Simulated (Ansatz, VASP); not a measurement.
This is a calculation of CsPbBr3 for VASP 6.6.1. Measurements of this composition are mostly on another form, of space group No. 62.

File INCAR:

```
PREC = Accurate
ENCUT = 600
EDIFF = 1E-6
ISMEAR = -1
SIGMA = 0.05
LREAL = False
LASPH = True
NELM = 60
ALGO = Fast
ISIF = 3
LWAVE = False
LCHARG = False
GGA = PS
IVDW = 13
IBRION = 2
NSW = 40
EDIFFG = -0.005
```

File KPOINTS:

```
Automatic mesh
0
Gamma
  4 4 4
```

File POSCAR:

```
CsPbBr3
1.0
    5.8700000000      0.0000000000      0.0000000000
    0.0000000000      5.8700000000      0.0000000000
    0.0000000000      0.0000000000      5.8700000000
Pb Cs Br
1 1 3
Direct
    0.5000000000      0.5000000000      0.5000000000
    0.0000000000      0.0000000000      0.0000000000
    0.5000000000      0.5000000000      0.0000000000
    0.5000000000      0.0000000000      0.5000000000
    0.0000000000      0.5000000000      0.5000000000
```

Potentials or basis: VASP PAW PBE potentials, release 64 (Pb_d, Cs_sv, Br).

Command:

```sh
$ cat potpaw_PBE.64/Pb_d/POTCAR potpaw_PBE.64/Cs_sv/POTCAR potpaw_PBE.64/Br/POTCAR > POTCAR
$ mpirun -np 1 vasp_std > vasp.out
```

Q: Set up the same calculation for Ansatz 0.2.0. Potentials or basis there: Ansatz PAW, cutoff 420 eV.

A: As run (cutoffs and basis follow the program's own potentials, and thresholds, step limits or extra output files can differ):

Contents of input.yaml:

```yaml
crystal:
  lattice:
    - [5.87, 0.0, 0.0]
    - [0.0, 5.87, 0.0]
    - [0.0, 0.0, 5.87]
  atoms:
    - { symbol: Pb, position: [0.5, 0.5, 0.5] }
    - { symbol: Cs, position: [0.0, 0.0, 0.0] }
    - { symbol: Br, position: [0.5, 0.5, 0.0] }
    - { symbol: Br, position: [0.5, 0.0, 0.5] }
    - { symbol: Br, position: [0.0, 0.5, 0.5] }
hamiltonian:
  xc: pbesol
  pseudopotentials: { kind: paw }
  dispersion: d4
kpoints:
  mp_grid: { grid: [4, 4, 4] }
scf:
  occupations: { method: fermi_dirac, width: 0.05 }
output:
  forces: true
  stress: true
  eigenvalues: true
relax:
  f_tol: 0.01
  max_steps: 40
  cell: { stress_tol: 0.05 }
```

Potentials or basis: Ansatz PAW.

The run is started by

```console
$ ansatz run input.yaml --threads 2 --pin off --max-ram 5632MiB --backend cpu --events-out ev --progress --plain --runs-dir out
```

Both were run:

|  | VASP | Ansatz |
| --- | --- | --- |
| Relaxed volume | 39.87 Å³/atom | 39.84 Å³/atom |
| Relaxed cell | a = 5.842 Å, b = 5.842 Å, c = 5.842 Å, α = 90.00°, β = 90.00°, γ = 90.00° | a = 5.840 Å, b = 5.840 Å, c = 5.840 Å, α = 90.00°, β = 90.00°, γ = 90.00° |
| Space group after relaxing | Pm-3m (No. 221) | Pm-3m (No. 221) |
| Pressure after relaxing | 0.0 GPa | 0.0 GPa |

Ansatz's pressure holds a Pulay term of +0.01 GPa for its cutoff of 420 eV, which the other run lacks.

VASP's potentials were made for PBE. Ansatz's potentials were made for PBE.

Where Ansatz's input types no cutoff or centring, it takes its own default and a Γ-centred mesh.

Pressure is positive in compression.
